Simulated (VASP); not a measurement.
# RbBr (Fm-3m) in VASP: notebook

The runs below take RbBr through single point, relaxation of cell and atoms, with PBEsol0, PBE, LDA, PBEsol.

Program: VASP 6.6.1. These are calculated values, not measurements. Logs are shortened: lines on timing, memory, paths and dates and some standing lists are left out, and cuts for length are marked.

### 1 The structure

It takes space group Fm-3m (No. 225, cubic). The conventional cell has a = 6.854 Å, b = 6.854 Å, c = 6.854 Å, α = 90.00°, β = 90.00°, γ = 90.00°. Rb (site symmetry m-3m) has 6 Br at 3.43 Å as nearest neighbours. Br (site symmetry m-3m) has 6 Rb at 3.43 Å as nearest neighbours.

### 2 Single point, PBEsol0 (volume scaled by 0.92)

run.py reads:

```python
from ase.calculators.vasp import Vasp
from ase.dft.bandgap import bandgap
from ase.spacegroup import crystal

atoms = crystal(
    ['Rb', 'Br'],
    basis=[[0.0, 0.0, 0.0], [0.5, 0.0, 0.0]],
    spacegroup=225,
    setting=1,
    cellpar=[6.66612382, 6.66612382, 6.66612382, 90.0, 90.0, 90.0],
    primitive_cell=True,
)
calc = Vasp(
    directory='calc',
    pp='PBE',
    setups='recommended',
    prec='Accurate',
    encut=520,
    ediff=1e-06,
    ismear=0,
    sigma=0.01,
    lreal=False,
    lasph=True,
    nelm=80,
    algo='Normal',
    isif=2,
    lwave=False,
    lcharg=False,
    gga='PS',
    lhfcalc=True,
    aexx=0.25,
    precfock='Fast',
    kpts=[4, 4, 4],
    gamma=True,
)
atoms.calc = calc

print('energy (eV):', atoms.get_potential_energy())
print('free energy (eV):', atoms.get_potential_energy(force_consistent=True))
print('forces (eV/A):')
print(atoms.get_forces())
print('stress (eV/A^3, Voigt):', atoms.get_stress())
print('Fermi level (eV):', calc.get_fermi_level())
gap, top, bottom = bandgap(calc)
print('band gap (eV):', gap, 'from (spin, k, band)', top, 'to', bottom)
```

Potentials or basis: VASP PAW PBE potentials, release 64 (Rb_sv, Br).

Launch:

```console
> python run.py
```

Standard output:

```text
energy (eV): -7.76094688
free energy (eV): -7.76094688
forces (eV/A):
[[-0. -0. -0.]
 [ 0.  0.  0.]]
stress (eV/A^3, Voigt): [-0.00850901 -0.00850901 -0.00850901 -0.          0.         -0.        ]
Fermi level (eV): -2.68553459
band gap (eV): 6.3354 from (spin, k, band) (0, np.int64(0), np.int64(7)) to (0, np.int64(0), np.int64(8))
```

OUTCAR:

```text
AEXX = 0.250000
   ENCUT = 520.000000
   EDIFF = 1.00e-06
   GGA = PS
   PREC = Accurate
   PRECFOCK = Fast
   ISIF = 2
   ISMEAR = 0
   NELM = 80
   LASPH = .TRUE.
   LHFCALC = .TRUE.
   LREAL = .FALSE.

 ion  position               nearest neighbor table
   1  0.000  0.000  0.000-   2 3.33   2 3.33   2 3.33   2 3.33   2 3.33   2 3.33
   2  0.500  0.500  0.500-   1 3.33   1 3.33   1 3.33   1 3.33   1 3.33   1 3.33

  LATTYP: Found a face centered cubic cell.
 ALAT       =     6.6661238200

  Lattice vectors:

 A1 = (   0.0000000000,   3.3330619100,   3.3330619100)
 A2 = (   3.3330619100,   0.0000000000,   3.3330619100)
 A3 = (   3.3330619100,   3.3330619100,   0.0000000000)

Analysis of symmetry for initial positions (statically):
=====================================================================
 Subroutine PRICEL returns:
 Original cell was already a primitive cell.

 Routine SETGRP: Setting up the symmetry group for a
 face centered cubic supercell.

 Subroutine GETGRP returns: Found 48 space group operations
 (whereof 48 operations were pure point group operations)
 out of a pool of 48 trial point group operations.

The static configuration has the point symmetry O_h .

Analysis of symmetry for dynamics (positions and initial velocities):
=====================================================================
 Subroutine PRICEL returns:
 Original cell was already a primitive cell.

 Routine SETGRP: Setting up the symmetry group for a
 face centered cubic supercell.

 Subroutine GETGRP returns: Found 48 space group operations
 (whereof 48 operations were pure point group operations)
 out of a pool of 48 trial point group operations.

The dynamic configuration has the point symmetry O_h .

 Subroutine INISYM returns: Found 48 space group operations
 (whereof 48 operations are pure point group operations),
 and found     1 'primitive' translations

----------------------------------------------------------------------------------------

                                     Primitive cell

  volume of cell :      74.0560

  direct lattice vectors                    reciprocal lattice vectors
     0.000000000  3.333061910  3.333061910    -0.150012215  0.150012215  0.150012215
     3.333061910  0.000000000  3.333061910     0.150012215 -0.150012215  0.150012215
     3.333061910  3.333061910  0.000000000     0.150012215  0.150012215 -0.150012215

  length of vectors
     4.713661357  4.713661357  4.713661357     0.259828778  0.259828778  0.259828778

  position of ions in fractional coordinates (direct lattice)
     0.000000000  0.000000000  0.000000000
     0.500000000  0.500000000  0.500000000

  ion indices of the primitive-cell ions
   primitive index   ion index
                 1           1
                 2           2

----------------------------------------------------------------------------------------

 KPOINTS: KPOINTS created by Atomic Simulation Env

Automatic generation of k-mesh.
 Grid dimensions read from file:
 generate k-points for:    4    4    4

 Generating k-lattice:
[... 31 lines left out ...]
   dimension x,y,z NGXF=    72 NGYF=   72 NGZF=   72
   ions per type =               1   1
   NGX,Y,Z   is equivalent  to a cutoff of  12.70, 12.70, 12.70 a.u.
   NGXF,Y,Z  is equivalent  to a cutoff of  25.39, 25.39, 25.39 a.u.
 SYSTEM =  unknown system
   PREC   = accura    normal or accurate (medium, high low for compatibility)
   ISTART =      0    job   : 0-new  1-cont  2-samecut
   ICHARG =      2    charge: 1-file 2-atom 10-const
   ISPIN  =      1    spin polarized calculation?
   LNONCOLLINEAR =      F non collinear calculations
   LSORBIT =      F    spin-orbit coupling
   LASPH  =      T    aspherical Exc in radial PAW
   ENCUT  =  520.0 eV  38.22 Ry    6.18 a.u.   8.76  8.76  8.76*2*pi/ulx,y,z
   NELM   =     80;   NELMIN=  2; NELMDL= -5     # of ELM steps
   EDIFF  = 0.1E-05   stopping-criterion for ELM
   LREAL  =      F    real-space projection
   EDIFFG = 0.1E-04   stopping-criterion for IOM
   NSW    =      0    number of steps for IOM
   IBRION =     -1    ionic relax: 0-MD 1-quasi-New 2-CG
   NFREE  =      0    steps in history (QN), initial steepest desc. (CG)
   ISIF   =      2    stress and relaxation
   ISYM   =      3    0-nonsym 1-usesym 2-fastsym
   POTIM  = 0.5000    time-step for ionic-motion
   TEBEG  =    0.0;   TEEND  =   0.0 temperature during run
   PSTRESS=    0.0 pullay stress
   NELECT =      16.0000    total number of electrons
   NUPDOWN=      -1.0000    fix difference up-down
   EMIN   =  10.00;   EMAX   =-10.00  energy-range for DOS
   EFERMI =   0.00;   METHOD = LEGACY
   ISMEAR =     0;   SIGMA  =   0.01  broadening in eV -4-tet -1-fermi 0-gaus
   EFERMI_NEDOS =   21; number of points for ismear=-14 and -15
   IALGO  =     38    algorithm
   IMIX   =      1    mixing-type and parameters
     AMIX     =   0.40;   BMIX     =  1.00
     AMIX_MAG =   1.60;   BMIX_MAG =  1.00
  volume/ion in A,a.u.               =      37.03       249.88
  Fermi-wavevector in a.u.,A,eV,Ry     =   0.982339  1.856352 13.129488  0.964990
  Thomas-Fermi vector in A             =   2.113414
   LORBIT       =      0    0 simple, 1 ext, 2 COOP (PROOUT), +10 PAW based schemes
   GGA     = PS    functional components
   LHFCALC =     T    Hartree Fock is set to
   PRECFOCK=fast      Normal, Fast or Accurate (Low or Medium for compatibility)
   ENCUT4O =  -1.0   cutoff for four orbital integrals eV
   NKREDX  =     1    reduce k-point grid by
   NKREDY  =     1    reduce k-point grid by
   NKREDZ  =     1    reduce k-point grid by
   AEXX    =    0.2500 exact exchange contribution
   HFSCREEN=    0.0000 screening length (either q_TF or 0.3 A-1)
   HFSCREENC=   0.0000 screening length for correlation (either q_TF or 0.3 A-1)
   ENCUTFOCK=  -1.0 apply spherical cutoff to Coloumb kernel
   IVDW    =     0    specifies the selected vdW correction
   LEPSILON=     F    determine dielectric tensor
   LRPA    =     F    only Hartree local field effects (RPA)
 non-spin polarized calculation
 Gauss-broadening in eV      SIGMA  =   0.01
  energy-cutoff  :      520.00
  volume of cell :       74.06
 maximum number of plane-waves:      2012
  NGX = 20; NGY = 20; NGZ = 20

 number of electron      15.9999999 magnetization

 Free energy of the ion-electron system (eV)
  ---------------------------------------------------
  ext. energy  EPLUGINS =         0.00000000
  ---------------------------------------------------
  free energy    TOTEN  =        -7.76094688 eV

  energy without entropy =       -7.76094688  energy(sigma->0) =       -7.76094688

 E-fermi :  -2.6855     XC(G=0):  -6.1339

 val. band max:       -2.7759394594   @ k =   0.0000   0.0000   0.0000
 cond. band min:       3.5594732794   @ k =   0.0000   0.0000   0.0000
 fundamental gap:      6.3354127389
 Fermi energy:        -2.6855345877

 k-point     1 :       0.0000    0.0000    0.0000
  band No.  band energies     occupation
      1     -28.6965      2.00000
      2     -16.1296      2.00000
      3     -11.6114      2.00000
      4     -11.6114      2.00000
      5     -11.6114      2.00000
      6      -2.7759      2.00000
      7      -2.7759      2.00000
      8      -2.7759      2.00000
      9       3.5595      0.00000
     10       6.4616      0.00000
     11       6.4616      0.00000
     12       6.4616      0.00000
[... 91 lines left out ...]
 k-point     8 :      -0.2500    0.5000    0.2500
  band No.  band energies     occupation
      1     -28.6747      2.00000
      2     -16.0955      2.00000
      3     -11.8073      2.00000
      4     -11.8073      2.00000
      5     -11.5718      2.00000
      6      -3.4120      2.00000
      7      -3.1796      2.00000
      8      -3.1796      2.00000
      9       6.2386      0.00000
     10       6.2386      0.00000
     11       7.8502      0.00000
     12       8.2839      0.00000

------------------------ aborting loop because EDIFF is reached ----------------------------------------

  FORCE on cell =-STRESS in cart. coord.  units (eV):
  Direction    XX          YY          ZZ          XY          YZ          ZX
  --------------------------------------------------------------------------------------
  -------------------------------------------------------------------------------------
  Total        0.6301429      0.6301429      0.6301429      0.0000000      0.0000000     -0.0000000
  in kB       13.6329383     13.6329383     13.6329383      0.0000000      0.0000000     -0.0000000
  external PRESSURE =      13.6329383 kB  Pullay stress =       0.0000000 kB

 VOLUME and BASIS-vectors are now :
 -----------------------------------------------------------------------------
  energy-cutoff  :      520.00
  volume of cell :       74.06
      direct lattice vectors                 reciprocal lattice vectors
     0.000000000  3.333061910  3.333061910    -0.150012215  0.150012215  0.150012215
     3.333061910  0.000000000  3.333061910     0.150012215 -0.150012215  0.150012215
     3.333061910  3.333061910  0.000000000     0.150012215  0.150012215 -0.150012215

 POSITION                                       TOTAL-FORCE (eV/Angst)
 -----------------------------------------------------------------------------------
      0.00000      0.00000      0.00000        -0.000000     -0.000000     -0.000000
      3.33306      3.33306      3.33306         0.000000      0.000000      0.000000
 -----------------------------------------------------------------------------------
    total drift:                                0.000001      0.000000      0.000000

  FREE ENERGIE OF THE ION-ELECTRON SYSTEM (eV)
  ---------------------------------------------------
  free  energy   TOTEN  =        -7.7609468803 eV

  energy  without entropy=       -7.7609468803  energy(sigma->0) =       -7.76094688
```

INCAR:

```text
AEXX = 0.250000
ENCUT = 520.000000
SIGMA = 0.010000
EDIFF = 1.00e-06
ALGO = Normal
GGA = PS
PREC = Accurate
PRECFOCK = Fast
ISIF = 2
ISMEAR = 0
NELM = 80
LASPH = .TRUE.
LCHARG = .FALSE.
LHFCALC = .TRUE.
LWAVE = .FALSE.
LREAL = .FALSE.
```

Wall time 6.7 min (1 thread of Intel Xeon Platinum 8259CL at 2.50GHz (Skylake/Cascade Lake), shared host); peak memory 0.21 GiB.

Results:

```yaml
Free_energy: -7.7609 eV
Pressure: 1.4 GPa
Band_gap_on_the_k_mesh: 6.34 eV, direct
```

Caveat: the PAW data sets were made with another functional, which shifts forces and pressure a little.

### 3 Single point, PBE

INCAR reads:

```
SYSTEM = RbBr
PREC = Accurate ; ENCUT = 520
EDIFF = 1E-6 ; ISMEAR = 0
SIGMA = 0.011 ; LREAL = .False.
LASPH = .True. ; NELM = 100
ALGO = Normal ; ISIF = 2
LWAVE = .False. ; LCHARG = .True.
GGA = PE ; LELF = .True.
LVHAR = .True. ; NBANDS = 15
```

KPOINTS reads:

```
regular mesh
0
Gamma
  7 7 7
  0 0 0
```

POSCAR reads:

```
RbBr
1.0
    0.0000000000      3.4270000000      3.4270000000
    3.4270000000      0.0000000000      3.4270000000
    3.4270000000      3.4270000000      0.0000000000
Rb Br
1 1
Direct
    0.0000000000      0.0000000000      0.0000000000
    0.5000000000      0.5000000000      0.5000000000
```

Potentials or basis: VASP PAW PBE potentials, release 64 (Rb_sv, Br).

Launch:

```console
> cat potpaw_PBE.64/Rb_sv/POTCAR potpaw_PBE.64/Br/POTCAR > POTCAR
> mpirun -np 1 vasp_std > vasp.out
```

It took 13 s on 1 thread of Intel Xeon 6975P-C (Granite Rapids), shared host; peak memory 0.2 GiB.

The run converged. Its results:

- Free energy: -6.0973 eV
- Pressure: 1.0 GPa
- Band gap on the k mesh: 4.36 eV, direct

Levels at points of the mesh, in eV from the valence-band top:
```
           k point  band 4  band 5  band 6  band 7  band 8  band 9  band 10  band 11  band 12  band 13
(0.00, 0.00, 0.00)   -8.49   -8.49    0.00    0.00    0.00    4.36     7.28     7.28     7.28     8.17
```

Caveat: an odd mesh through Γ misses points on the zone boundary, where band edges often lie. Expect the measured gap to be larger: semilocal functionals such as PBE lack the derivative discontinuity.

### 4 Relaxation of cell and atoms, PBE

INCAR reads:

```
SYSTEM = RbBr
PREC     = Accurate       ! precision mode
ENCUT    = 600            ! plane-wave cutoff, eV
EDIFF    = 1E-6           ! SCF threshold, eV
ISMEAR   = -1             ! smearing method
SIGMA    = 0.05           ! smearing width, eV
LREAL    = .False.        ! projectors in reciprocal space
LASPH    = .True.         ! aspherical terms in the spheres
NELM     = 60             ! most SCF steps
ALGO     = Normal         ! electronic algorithm
ISIF     = 3              ! what is computed and relaxed
LWAVE    = .False.        ! write WAVECAR
LCHARG   = .False.        ! write CHGCAR
GGA      = PE             ! functional
IBRION   = 2              ! ionic algorithm
NSW      = 60             ! ionic steps
EDIFFG   = -0.01          ! ionic threshold
```

KPOINTS reads:

```
Automatic mesh
0
Gamma
  7 7 7
  0 0 0
```

POSCAR is that of step 3.

Launch:

```console
> cat potpaw_PBE.64/Rb_sv/POTCAR potpaw_PBE.64/Br/POTCAR > POTCAR
> mpirun -np 1 vasp_std > vasp.out
```

Wall time 54 s (1 thread of Intel Xeon 6975P-C (Granite Rapids), shared host); peak memory 0.25 GiB.

It converged, with:

| Quantity | Value |
| --- | --- |
| Free energy | -6.1154 eV |
| Relaxed volume | 43.40 Å³/atom |
| Relaxed cell | a = 4.970 Å, b = 4.970 Å, c = 4.970 Å, α = 60.00°, β = 60.00°, γ = 60.00° |
| Space group after relaxing (to 0.05 Å) | Fm-3m (No. 225) |
| Energy gained by relaxing | 9.1 meV/atom |
| Ionic steps | 4 |
| Pressure after relaxing | 0.0 GPa |
| Band gap on the k mesh | 4.18 eV, direct |

Step by step:
```csv
step,energy change (eV),largest force (eV/Å),pressure (GPa),volume (Å³)
1,0.0000,0.0000,1.03,80.50
2,-0.0140,0.0000,0.47,83.54
3,-0.0143,0.0000,-0.39,89.70
4,-0.0181,0.0000,-0.04,86.79
```

Final structure:
```
Rb Br
1.0
     0.00000    3.51412    3.51412
     3.51412    0.00000    3.51412
     3.51412    3.51412    0.00000
Rb Br
1 1
Direct
  0.00000 0.00000 0.00000
  0.50000 0.50000 0.50000
```

Levels at points of the mesh, in eV from the valence-band top:
```
           k point  band 5  band 6  band 7  band 8  band 9  band 10  band 11  band 12
(0.00, 0.00, 0.00)   -8.65    0.00    0.00    0.00    4.18     7.25     7.25     7.25
```

Caveat: an odd mesh through Γ misses points on the zone boundary, where band edges often lie.

[end of part 1 of 2]
